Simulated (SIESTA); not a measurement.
Runs of SIESTA 5.4.2 on AgBr. Symmetry: Fm-3m, No. 225, cubic system. Conventional cell: a = 5.740 Å, b = 5.740 Å, c = 5.740 Å, α = 90.00°, β = 90.00°, γ = 90.00°. Ag (site symmetry m-3m) is surrounded by 6 Br at 2.87 Å. Br (site symmetry m-3m) is surrounded by 6 Ag at 2.87 Å. 

| task | level | potentials or basis | broadening (eV) | window to (eV) | polarisation | direction | optical mesh offset | gap on the mesh (eV) | pressure (GPa) |
| --- | --- | --- | --- | --- | --- | --- | --- | --- | --- |
| band structure | LDA | PseudoDojo 0.4 standard (LDA files), DZP (energy shift 0.003 Ry; two zetas on semicore shells) | - | - | - | - | - | 0.72 | -4.1 |
| optical spectrum | PBE | PseudoDojo 0.4 standard (PBE files), DZP (energy shift 0.003 Ry; two zetas on semicore shells) | 0.2 eV | 40 eV | polarized | 0.0 0.0 1.0 | true | 0.99 | 2.5 |
| band structure | PBEsol | PseudoDojo 0.4 standard (PBEsol files), DZP (energy shift 0.003 Ry; two zetas on semicore shells) | - | - | - | - | - | (a) | -1.5 |
| single point | PBE | PseudoDojo 0.4 standard (PBE files), DZP (energy shift 0.003 Ry; two zetas on semicore shells) | - | - | - | - | - | 0.99 | 2.5 |

Alike in all rows: no spin polarisation; cell as given; k mesh 8 × 8 × 8; smearing fermi-dirac 0.05 eV; grid cutoff 800 Ry; energy shift 0.003 Ry.

Question: Estimate the missing entries.

Answer: (a) 0.83.

Caveats: short orbitals over semicore shells can move pressures by several GPa; the basis of atomic orbitals isn't converged, which shifts pressures, moduli and gaps; the basis holds too few empty states to meet the f-sum rule, so the spectrum is short of weight at high energy (some runs); spectra need much finer meshes, so this one isn't converged (some runs); independent-particle spectra lack excitons (some runs).

A k mesh can miss the band edges, and the runs leave out spin-orbit coupling on Ag, Br.
